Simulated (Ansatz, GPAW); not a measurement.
A GPAW input for a self-consistent single point of BeO (P6_3mc, 8 atoms in the cell) (DFT LDA (Perdew-Wang 92), plane waves, GPAW PAW datasets LDA (gpaw-data 1.0.1)):

```python
from ase import Atoms
from ase.units import GPa
from gpaw import GPAW

atoms = Atoms(['Be', 'Be', 'Be', 'Be', 'O', 'O', 'O', 'O'],
              cell=[[2.683080, 0.000000, 0.000000],
                    [-1.341540, 2.323615, 0.000000],
                    [0.000000, 0.000000, 8.783716]],
              scaled_positions=[[0.000000, 0.000000, 0.000000],
                                [0.000000, 0.000000, 0.500000],
                                [0.666667, 0.333333, 0.750180],
                                [0.333333, 0.666667, 0.250180],
                                [0.000000, 0.000000, 0.812160],
                                [0.000000, 0.000000, 0.312160],
                                [0.666667, 0.333333, 0.563290],
                                [0.333333, 0.666667, 0.063290]],
              pbc=True)

calc = GPAW(mode={'name': 'pw', 'ecut': 900},
            xc='LDA',
            kpts={'size': (7, 7, 2), 'gamma': True},
            occupations={'name': 'methfessel-paxton', 'width': 0.2, 'order': 0},
            nbands=-4,
            convergence={'density': 1e-05, 'bands': -2},
            symmetry={'symmorphic': False, 'tolerance': 0.0005},
            maxiter=150,
            txt='-')

atoms.calc = calc

energy = atoms.get_potential_energy()
print('Energy (eV):', round(energy, 6))
forces = atoms.get_forces()
print('Forces (eV/Ang):')
print(forces.round(5))
stress = atoms.get_stress()
print('Stress (GPa, Voigt):', (stress / GPa).round(4))
```

Task: Write the same calculation as an input for Ansatz (a quantum-chemistry and plane-wave program).

Result: This is the input that was run; spellings and numerical settings could be chosen otherwise.

Ansatz 0.2 input:
```yaml
# BeO
crystal:
  lattice:
    - [2.683080, 0.000000, 0.000000]
    - [-1.341540, 2.323615, 0.000000]
    - [0.000000, 0.000000, 8.783716]
  atoms:
    - { symbol: Be, position_ang: [0.000000, 0.000000, 0.000000] }
    - { symbol: Be, position_ang: [0.000000, 0.000000, 4.391858] }
    - { symbol: Be, position_ang: [1.341541, 0.774538, 6.589368] }
    - { symbol: Be, position_ang: [-0.000001, 1.549077, 2.197510] }
    - { symbol: O, position_ang: [0.000000, 0.000000, 7.133783] }
    - { symbol: O, position_ang: [0.000000, 0.000000, 2.741925] }
    - { symbol: O, position_ang: [1.341541, 0.774538, 4.947779] }
    - { symbol: O, position_ang: [-0.000001, 1.549077, 0.555921] }
basis:
  ecutwfc: 420.0
kpoints:
  mp_grid:
    grid: [7, 7, 2]
hamiltonian:
  xc: lda
  pseudopotentials:
    kind: paw
scf:
  occupations:
    method: gaussian
    width: 0.2
output:
  forces: true
  eigenvalues: true
  stress: true
```

Basis settings and potentials, where a program has them, do not carry over. This input uses DFT, LDA (PW92), plane waves, default PAW files made with PBE. LDA parametrisations can differ slightly between programs.

The starting cell was generated: these elements placed on a structure prototype, without a prior relaxation; it need not be a known phase or ordering of this composition. Its lattice was rescaled by a random factor within 2.5 % of one.
